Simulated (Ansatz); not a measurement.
# CuGaSe2: a single-point run

Wanted: a converged single-point run for CuGaSe2, and a check of what comes out. The structure is shown as the input types it. The cell is built on a prototype (ordering on zincblende) and needn't be the phase found in nature.

Computed with Ansatz 0.2.0 (density functional or hybrid calculation with the settings of its input, plane waves (as first typed), unless a step's input says otherwise).

## (1) The structure to begin with

Symmetry: P-4m2, No. 115, tetragonal system. The conventional cell has a = 3.931 Å, b = 3.931 Å, c = 5.642 Å, α = 90.00°, β = 90.00°, γ = 90.00°. Cu (site symmetry -4m2) is surrounded by 4 Se at 2.40 Å. Around Se (site symmetry 2mm) lie 2 Cu at 2.40 Å and 2 Ga at 2.44 Å. Around Ga (site symmetry -4m2) lie 4 Se at 2.44 Å.

As a file:

```
Cu Se Ga
1.0
     3.93071    0.00000    0.00000
     0.00000    3.93071    0.00000
     0.00000    0.00000    5.64215
Cu Se Ga
1 2 1
Direct
  0.00000 0.00000 0.00000
  0.00000 0.50000 0.24278
  0.50000 0.00000 0.75722
  0.50000 0.50000 0.50000
```

## (2) The calculation

input.yaml reads:

```yaml
crystal:
  lattice:
    - [3.9307082772, 0.0, 0.0]
    - [0.0, 3.9307082772, 0.0]
    - [0.0, 0.0, 5.6421460618]
  atoms:
    - { symbol: Cu, position: [0.0, 0.0, 0.0] }
    - { symbol: Se, position: [0.0, 0.5, 0.2427767847] }
    - { symbol: Ga, position: [0.5, 0.5, 0.5] }
    - { symbol: Se, position: [0.5, 0.0, 0.7572232153] }
kpoints:
  mp_grid: { grid: [4, 4, 4] }
hamiltonian:
  xc: pbe
scf:
  occupations: { method: fermi_dirac, width: 0.02 }
  n_extra_bands: 5
  convergence: { dr2_threshold: 0.01 }
  max_iter: 73
output:
  forces: true
  stress: true
  eigenvalues: true
```

Command:

```
$ ansatz run input.yaml --threads 4 --pin off --max-ram 3686MiB --backend cpu --events-out ev --progress --plain --runs-dir out
```

Q: Will this input give a usable result? If not, why, and what should change?

This run ends as converged, with warnings (force scf threshold loose, stress scf threshold loose). Its log warns: «scf.convergence.dr2_threshold = 1e-2 eV is looser than this run's default, which is 1e-7 eV or tighter. The error in the forces grows as the threshold's square root ...»

The threshold asked is loose, but the program put off the close and ended at dr2 = 5.3e-7, so little accuracy was lost here.

To check: delete scf.convergence.dr2_threshold (the default then holds).
